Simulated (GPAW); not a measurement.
The system is InPd.

```
In Pd
1.0
     3.27188    0.00000    0.00000
     0.00000    3.27188    0.00000
     0.00000    0.00000    3.27188
In Pd
1 1
Direct
  0.00000 0.00000 0.00000
  0.50000 0.50000 0.50000
```

The cell comes from a database or a generator and needn't be the stable form of this composition.

```yaml
Program: GPAW 26.7.0
Task: relaxation of cell and atoms
Functional: PBEsol
Dispersion: D3
Potentials_or_basis: PAW data sets generated in the run's folder for this functional
Cutoff: 600 eV
Basis: pw
k_mesh: 8 × 8 × 8
Occupations: fermi-dirac, width 0.05 eV
Spin: no spin polarisation
```

At the start: pressure -6.0 GPa; volume 17.51 Å³/atom.

**Question.** Where does the relaxation end?

**Answer.** Over 4 steps the energy falls by 15.7 meV/atom and the volume is 16.71 Å³/atom (-4.6 %); space group Pm-3m (No. 221, to 0.05 Å).

Step by step:
| step | energy change (eV) | largest force (eV/Å) | pressure (GPa) | volume (Å³) |
| --- | --- | --- | --- | --- |
| 1 | 0.0000 | 0.0000 | -6.01 | 35.03 |
| 2 | -0.0158 | 0.0000 | -4.38 | 34.54 |
| 3 | -0.0313 | 0.0000 | 0.44 | 33.31 |
| 4 | -0.0314 | 0.0000 | -0.03 | 33.42 |

Final structure:
```xyz
2
Lattice="3.2211 0.0000 0.0000 0.0000 3.2211 0.0000 0.0000 0.0000 3.2211" Properties=species:S:1:pos:R:3 pbc="T T T"
In    0.0000    0.0000    0.0000
Pd    1.6106    1.6106    1.6106
```

Caveat: later steps reuse the first step's grids; pairwise dispersion overbinds metals, which lowers pressure and volume.
